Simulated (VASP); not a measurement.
# Sn8Se7 (a cell with a defect) in VASP: a series of runs, part 2 of 3

VASP 6.6.1. Earlier steps stand in the parts before.

## Step 3: Single point, PBE

File INCAR:

```
ALGO = Fast ; EDIFF = 1E-6
ENCUT = 520 ; GGA = PE
ISIF = 2 ; ISMEAR = 0
LASPH = T ; LCHARG = F
LREAL = Auto ; LWAVE = F
NBANDS = 90 ; NELM = 60
PREC = Accurate ; SIGMA = 0.1
```

File KPOINTS:

```
k-points
0
Gamma
  2 2 2
```

File POSCAR:

```
Sn8Se7
1.0
    0.0000000000      6.0662700000      6.0662700000
    6.0662700000      0.0000000000      6.0662700000
    6.0662700000      6.0662700000      0.0000000000
Sn Se
8 7
Direct
    0.0386328007      0.0263133688     -0.0099316384
   -0.0249824851     -0.0051060207      0.5458877531
   -0.0927396901      0.5843684834      0.0462551123
   -0.0025308798      0.4649049581      0.5384541077
    0.4734438131     -0.0404823722      0.0473925493
    0.4951271539      0.0081977888      0.4875465484
    0.4916991001      0.4714583261      0.0146095541
    0.5133980189      0.5582212793      0.4388691898
    0.2669122871      0.2228094035      0.2530001137
    0.2743114797      0.2507688415      0.7134010685
    0.2420447820      0.6843134249      0.2800566081
    0.2693834102      0.7547231660      0.7161656998
    0.7712338059      0.2707733912      0.2171742273
    0.7540930423      0.1409503698      0.8446801741
    0.7747208746      0.7223997613      0.7529796728
```

Potentials or basis: VASP PAW PBE potentials, release 64 (Sn_d, Se).

On the command line:

```bash
> cat potpaw_PBE.64/Sn_d/POTCAR potpaw_PBE.64/Se/POTCAR > POTCAR
> mpirun -np 1 vasp_std > vasp.out
```

OUTCAR:

```text
EDIFF = 1E-6
   ENCUT = 520
   GGA = PE
   ISIF = 2
   ISMEAR = 0
   LASPH = T
   LREAL = Auto
   NELM = 60
   PREC = Accurate

 ion  position               nearest neighbor table
   1  0.039  0.026  0.990-  14 2.81  10 2.82  13 2.87  11 3.12   5 3.73
   2  0.975  0.995  0.546-  14 2.78  12 2.87  15 2.90   9 3.18  13 3.28
   3  0.907  0.584  0.046-  15 2.75  13 2.87   8 3.38   5 3.50
   4  0.997  0.465  0.538-  10 2.78  11 2.83  15 2.87   9 3.21
   5  0.473  0.960  0.047-  14 2.85   9 2.87  11 3.08  15 3.25   8 3.41   3 3.50   1 3.73
   6  0.495  0.008  0.488-   9 2.81  10 2.84  12 2.91  13 3.27
   7  0.492  0.471  0.015-   9 2.87  11 2.91  13 2.96  14 3.11  12 3.18  15 3.24
   8  0.513  0.558  0.439-  11 2.76  12 2.90  13 3.10   3 3.38   5 3.41
   9  0.267  0.223  0.253-   6 2.81   5 2.87   7 2.87   2 3.18   4 3.21
  10  0.274  0.251  0.713-   4 2.78   1 2.82   6 2.84
  11  0.242  0.684  0.280-   8 2.76   4 2.83   7 2.91   5 3.08   1 3.12
  12  0.269  0.755  0.716-   2 2.87   8 2.90   6 2.91   7 3.18
  13  0.771  0.271  0.217-   3 2.87   1 2.87   7 2.96   8 3.10   6 3.27   2 3.28
  14  0.754  0.141  0.845-   2 2.78   1 2.81   5 2.85   7 3.11
  15  0.775  0.722  0.753-   3 2.75   4 2.87   2 2.90   7 3.24   5 3.25

  LATTYP: Found a face centered cubic cell.
 ALAT       =    12.1325400000

  Lattice vectors:

 A1 = (   0.0000000000,   6.0662700000,   6.0662700000)
 A2 = (   6.0662700000,   0.0000000000,   6.0662700000)
 A3 = (   6.0662700000,   6.0662700000,   0.0000000000)

Analysis of symmetry for initial positions (statically):
=====================================================================
 Subroutine PRICEL returns:
 Original cell was already a primitive cell.

 Routine SETGRP: Setting up the symmetry group for a
 face centered cubic supercell.

 Subroutine GETGRP returns: Found  1 space group operations
 (whereof  1 operations were pure point group operations)
 out of a pool of 48 trial point group operations.

The static configuration has the point symmetry C_1 .

Analysis of symmetry for dynamics (positions and initial velocities):
=====================================================================
 Subroutine PRICEL returns:
 Original cell was already a primitive cell.

 Routine SETGRP: Setting up the symmetry group for a
 face centered cubic supercell.

 Subroutine GETGRP returns: Found  1 space group operations
 (whereof  1 operations were pure point group operations)
 out of a pool of 48 trial point group operations.

The dynamic configuration has the point symmetry C_1 .

 Subroutine INISYM returns: Found  1 space group operations
 (whereof  1 operations are pure point group operations),
 and found     1 'primitive' translations

----------------------------------------------------------------------------------------

                                     Primitive cell

  volume of cell :     446.4730

  direct lattice vectors                    reciprocal lattice vectors
     0.000000000  6.066270000  6.066270000    -0.082422972  0.082422972  0.082422972
     6.066270000  0.000000000  6.066270000     0.082422972 -0.082422972  0.082422972
     6.066270000  6.066270000  0.000000000     0.082422972  0.082422972 -0.082422972

[... 81 lines left out ...]
   NGXF,Y,Z  is equivalent  to a cutoff of  24.80, 24.80, 24.80 a.u.
 SYSTEM =  unknown system
   PREC   = accura    normal or accurate (medium, high low for compatibility)
   ISTART =      0    job   : 0-new  1-cont  2-samecut
   ICHARG =      2    charge: 1-file 2-atom 10-const
   ISPIN  =      1    spin polarized calculation?
   LNONCOLLINEAR =      F non collinear calculations
   LSORBIT =      F    spin-orbit coupling
   LASPH  =      T    aspherical Exc in radial PAW
   ENCUT  =  520.0 eV  38.22 Ry    6.18 a.u.  15.95 15.95 15.95*2*pi/ulx,y,z
   NELM   =     60;   NELMIN=  2; NELMDL= -5     # of ELM steps
   EDIFF  = 0.1E-05   stopping-criterion for ELM
   LREAL  =      T    real-space projection
   EDIFFG = 0.1E-04   stopping-criterion for IOM
   NSW    =      0    number of steps for IOM
   IBRION =     -1    ionic relax: 0-MD 1-quasi-New 2-CG
   NFREE  =      0    steps in history (QN), initial steepest desc. (CG)
   ISIF   =      2    stress and relaxation
   ISYM   =      2    0-nonsym 1-usesym 2-fastsym
   POTIM  = 0.5000    time-step for ionic-motion
   TEBEG  =    0.0;   TEEND  =   0.0 temperature during run
   PSTRESS=    0.0 pullay stress
   NELECT =     154.0000    total number of electrons
   NUPDOWN=      -1.0000    fix difference up-down
   EMIN   =  10.00;   EMAX   =-10.00  energy-range for DOS
   EFERMI =   0.00;   METHOD = LEGACY
   ISMEAR =     0;   SIGMA  =   0.10  broadening in eV -4-tet -1-fermi 0-gaus
   EFERMI_NEDOS =   21; number of points for ismear=-14 and -15
   IALGO  =     68    algorithm
   IMIX   =      4    mixing-type and parameters
     AMIX     =   0.40;   BMIX     =  1.00
     AMIX_MAG =   1.60;   BMIX_MAG =  1.00
  volume/ion in A,a.u.               =      29.76       200.86
  Fermi-wavevector in a.u.,A,eV,Ry     =   1.148110  2.169612 17.934595  1.318156
  Thomas-Fermi vector in A             =   2.284786
   LORBIT       =      0    0 simple, 1 ext, 2 COOP (PROOUT), +10 PAW based schemes
   GGA     = PE    functional components
   LHFCALC =     F    Hartree Fock is set to
   AEXX    =    0.0000 exact exchange contribution
   IVDW    =     0    specifies the selected vdW correction
   LEPSILON=     F    determine dielectric tensor
   LRPA    =     F    only Hartree local field effects (RPA)
 non-spin polarized calculation
 RMM-DIIS sequential band-by-band and
 Gauss-broadening in eV      SIGMA  =   0.10
  energy-cutoff  :      520.00
  volume of cell :      446.47
 maximum number of plane-waves:     12039
 NGX is ok and might be reduce to    64
   NGX = 31   NGY = 31   NGZ = 31

 number of electron     153.9999995 magnetization

 Free energy of the ion-electron system (eV)
  ---------------------------------------------------
  ext. energy  EPLUGINS =         0.00000000
  ---------------------------------------------------
  free energy    TOTEN  =       -59.93163900 eV

  energy without entropy =      -59.92035440  energy(sigma->0) =      -59.92599670

 E-fermi :   5.0921     XC(G=0):  -9.1882

 val. band max:        5.0120077324   @ k =   0.0000   0.5000   0.5000
 cond. band min:       5.1599785118   @ k =   0.0000   0.0000   0.0000
 fundamental gap:      0.1479707794
 Fermi energy:         5.0921412763

 k-point     1 :       0.0000    0.0000    0.0000
  band No.  band energies     occupation
      1     -16.7605      2.00000
      2     -16.7534      2.00000
      3     -16.7491      2.00000
      4     -16.7447      2.00000
      5     -16.7405      2.00000
      6     -16.7393      2.00000
[... 725 lines left out ...]
     88       7.6028      0.00000
     89       7.7400      0.00000
 [bands above 89 left out]

------------------------ aborting loop because EDIFF is reached ----------------------------------------

  FORCE on cell =-STRESS in cart. coord.  units (eV):
  Direction    XX          YY          ZZ          XY          YZ          ZX
  --------------------------------------------------------------------------------------
  -------------------------------------------------------------------------------------
  Total       -0.2692126      2.0149733      1.0704291      0.0743410     -0.7136369     -0.1730758
  in kB       -0.9660748      7.2307722      3.8412564      0.2667741     -2.5609003     -0.6210861
  external PRESSURE =       3.3686512 kB  Pullay stress =       0.0000000 kB

 VOLUME and BASIS-vectors are now :
 -----------------------------------------------------------------------------
  energy-cutoff  :      520.00
  volume of cell :      446.47
      direct lattice vectors                 reciprocal lattice vectors
     0.000000000  6.066270000  6.066270000    -0.082422972  0.082422972  0.082422972
     6.066270000  0.000000000  6.066270000     0.082422972 -0.082422972  0.082422972
     6.066270000  6.066270000  0.000000000     0.082422972  0.082422972 -0.082422972

 POSITION                                       TOTAL-FORCE (eV/Angst)
 -----------------------------------------------------------------------------------
      6.16565      6.24038      0.39398        -0.036480      0.060024     -0.136841
      9.34680      9.22622     11.95001        -0.147668      0.007813      0.035972
      3.82553      5.78428      9.04862         0.039536     -0.011776     -0.161775
      6.08665      9.31732      8.87116        -0.007256     -0.092785      0.067201
      6.10819      3.15953      8.69273        -0.077810      0.107629      0.114031
      3.00732      5.96116      3.05331         0.020496     -0.015787     -0.141495
      2.94862      3.07140      5.84277         0.020276      0.004971      0.018331
      6.04862      5.77671      6.50073        -0.021453      0.094257     -0.023483
      2.88639      3.15393      2.97078         0.016295      0.008090      0.004389
      5.84891      5.99173      3.18528         0.054946     -0.082493     -0.260258
      5.85013      3.16721      5.61954         0.037929      0.144664      0.098539
      8.92281      5.97861      6.21251         0.007551      0.057548      0.056792
      2.96002      5.99595      6.32110         0.037361      0.034492      0.059604
      5.97910      9.69859      5.42957         0.006317     -0.327834      0.295997
      8.95005      9.26744      9.08194         0.049959      0.011187     -0.027002
 -----------------------------------------------------------------------------------
    total drift:                               -0.016598      0.017826      0.009864

  FREE ENERGIE OF THE ION-ELECTRON SYSTEM (eV)
  ---------------------------------------------------
  free  energy   TOTEN  =       -59.9316389972 eV

  energy  without entropy=      -59.9203543961  energy(sigma->0) =      -59.92599670
```

Wall time 19 min (1 thread of AMD EPYC 7R13 (Zen 3), shared host); peak memory 0.63 GiB.

Results:

```yaml
Free_energy: -59.9316 eV
Pressure: 0.3 GPa
Largest_force: 0.442 eV/Å
Band_gap_on_the_k_mesh: 0.15 eV, indirect (least direct gap 0.29 eV)
```

Forces on the atoms (eV/Å):
```
Sn  -0.036  0.060 -0.137
Sn  -0.148  0.008  0.036
Sn   0.040 -0.012 -0.162
Sn  -0.007 -0.093  0.067
Sn  -0.078  0.108  0.114
Sn   0.020 -0.016 -0.141
Sn   0.020  0.005  0.018
Sn  -0.021  0.094 -0.023
Se   0.016  0.008  0.004
Se   0.055 -0.082 -0.260
Se   0.038  0.145  0.099
Se   0.008  0.058  0.057
Se   0.037  0.034  0.060
Se   0.006 -0.328  0.296
Se   0.050  0.011 -0.027
```

Caveat: the k mesh is coarse (spacing up to 0.45 Å⁻¹), so the values aren't converged; spin-orbit coupling is left out, which moves the levels of the heavy elements.

## Step 4: Single point, PBE

File INCAR:

```
SYSTEM = Sn8Se7
PREC     = Accurate       ! precision mode
ENCUT    = 520            ! plane-wave cutoff, eV
EDIFF    = 1E-7           ! SCF threshold, eV
ISMEAR   = 0              ! smearing method
SIGMA    = 0.1            ! smearing width, eV
LREAL    = Auto         
LASPH    = .TRUE.         ! aspherical terms in the spheres
NELM     = 100            ! most SCF steps
ALGO     = Fast           ! electronic algorithm
ISIF     = 2              ! what is computed and relaxed
LWAVE    = .FALSE.        ! write WAVECAR
LCHARG   = .FALSE.        ! write CHGCAR
GGA      = PE             ! functional
NBANDS   = 90             ! bands
```

File KPOINTS:

```
Automatic mesh
0
G
  2 2 2
  0 0 0
```

File POSCAR:

```
Sn8Se7
1.0
    0.0000000000      6.0662700000      6.0662700000
    6.0662700000      0.0000000000      6.0662700000
    6.0662700000      6.0662700000      0.0000000000
Sn Se
8 7
Direct
    0.0538692640      0.0617978593     -0.0371405328
   -0.0636737237      0.0122195352      0.5939030079
   -0.0494569150      0.5987804697      0.0198265161
    0.0071809366      0.4201623897      0.5813970529
    0.4171482641     -0.0350094869      0.0634910744
    0.5348455476      0.0181664351      0.4661169879
    0.4811920670      0.4625583761      0.0221198529
    0.4954238766      0.5779497121      0.4211721536
    0.2595500200      0.2161698210      0.2607894967
    0.3574963693      0.2721427665      0.6739235972
    0.1971976190      0.6723096730      0.2763825217
    0.2507690063      0.7469950233      0.7193515125
    0.7609418143      0.2582765851      0.2179669715
    0.7607648522     -0.0059248929      0.9803343735
    0.7812730063      0.7132148750      0.7513791836
```

On the command line:

```bash
> cat potpaw_PBE.64/Sn_d/POTCAR potpaw_PBE.64/Se/POTCAR > POTCAR
> mpirun -np 1 vasp_std > vasp.out
```

It took 27 min on 1 thread of AMD EPYC 7R13 (Zen 3), shared host; peak memory 0.64 GiB.

Results (log left out):

| Property | Result |
| --- | --- |
| Free energy | -59.4256 eV |
| Pressure | 0.3 GPa |
| Largest force | 0.052 eV/Å |
| Band gap on the k mesh | none (metal or under the smearing width) |

Forces in eV/Å, atoms in the order of the input:
```
Sn   0.011  0.018 -0.029
Sn  -0.006 -0.029 -0.010
Sn   0.040 -0.023 -0.019
Sn  -0.014 -0.045 -0.021
Sn  -0.016  0.028  0.028
Sn  -0.018 -0.010 -0.007
Sn  -0.025 -0.015  0.006
Sn  -0.008  0.014  0.003
Se   0.024  0.009  0.012
Se   0.006 -0.003  0.018
Se   0.009  0.002 -0.008
Se  -0.030  0.032  0.012
Se   0.000  0.020  0.023
Se   0.017 -0.009 -0.020
Se   0.011  0.013  0.012
```

Stress tensor (GPa, compression positive):
```
 0.14  0.01 -0.05
 0.01 -0.18  0.16
-0.05  0.16  0.88
```

Levels at points of the mesh, in eV from the Fermi level:
| k point | band 73 | band 74 | band 75 | band 76 | band 77 | band 78 | band 79 | band 80 | band 81 | band 82 |
| --- | --- | --- | --- | --- | --- | --- | --- | --- | --- | --- |
| (0.00, 0.00, 0.00) | -1.97 | -1.63 | -1.10 | -0.92 | -0.44 | -0.22 | 0.41 | 0.48 | 0.87 | 1.23 |
| (0.50, 0.00, 0.00) | -1.86 | -1.73 | -1.66 | -1.39 | -0.53 | 0.28 | 0.72 | 0.93 | 1.27 | 1.54 |
| (0.00, 0.50, 0.00) | -1.75 | -1.73 | -1.36 | -1.29 | 0.05 | 0.29 | 0.55 | 0.84 | 1.06 | 1.29 |
| (0.00, 0.00, 0.50) | -1.78 | -1.73 | -1.34 | -1.29 | 0.08 | 0.30 | 0.57 | 0.84 | 1.02 | 1.24 |
| (0.50, 0.50, 0.50) | -1.87 | -1.73 | -1.67 | -1.40 | -0.54 | 0.29 | 0.65 | 0.98 | 1.26 | 1.50 |
| (0.50, 0.50, 0.00) | -1.54 | -1.47 | -1.06 | -0.95 | -0.04 | 0.50 | 0.78 | 0.82 | 0.91 | 1.03 |
| (0.00, 0.50, 0.50) | -1.61 | -1.15 | -1.10 | -0.90 | -0.60 | 0.22 | 0.45 | 0.78 | 0.92 | 1.24 |
| (0.50, 0.00, 0.50) | -1.56 | -1.51 | -1.46 | -0.79 | -0.31 | -0.12 | 0.68 | 1.00 | 1.19 | 1.40 |

Caveat: the k mesh is coarse (spacing up to 0.45 Å⁻¹), so the values aren't converged.

[end of part 2 of 3]
